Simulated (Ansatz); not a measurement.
Take LaAlO$_{3}$ in the cubic perovskite structure (space group Pm-3m, No. 221; a = 3.8121 Å) as the base.

(Cell as relaxed with PBE.)

Levels (all Ansatz, an electronic-structure program, PAW, earlier PAW set): PBE (420 eV, without spin-orbit coupling); r2SCAN (500 eV, scalar-relativistic without spin-orbit coupling).

Each level relaxes its own structure.

```
base                      PBE    r2SCAN
-------------------  --------  --------
volume per atom      11.08 Å³  10.86 Å³
lattice parameter a   3.812 Å   3.786 Å
band gap              3.50 eV   4.02 eV
```

Now apply this change: hydrostatic tension (pressure −2 GPa).

```json
[
 {"quantity": "shift of the gap caused by the change", "PBE": "-0.02 eV", "r2SCAN": "(withheld)"},
 {"quantity": "smallest direct gap", "PBE": "3.62 eV", "r2SCAN": "(withheld)"},
 {"quantity": "volume per atom", "PBE": "11.20 Å³", "r2SCAN": "(withheld)"}
]
```

**Question.** What does r2SCAN give?

**Answer.** 
- shift of the gap caused by the change, r2SCAN: -0.02 eV
- smallest direct gap, r2SCAN: 4.13 eV
- volume per atom, r2SCAN: 10.96 Å³

PBE's smallest direct gap lies 0.51 eV below r2SCAN's; PBE's volume per atom lies 0.24 Å³ above r2SCAN's (2.2 %); the two agree on the shift of the gap caused by the change. Neither level is exact; r2SCAN is the comparison here, not a measurement.

Load acts through the strain it causes; cell and atoms are relaxed under it. Stability against distortions was not tested. Many cubic perovskites are stable only at high temperature; tilts and polar distortions were not tested.
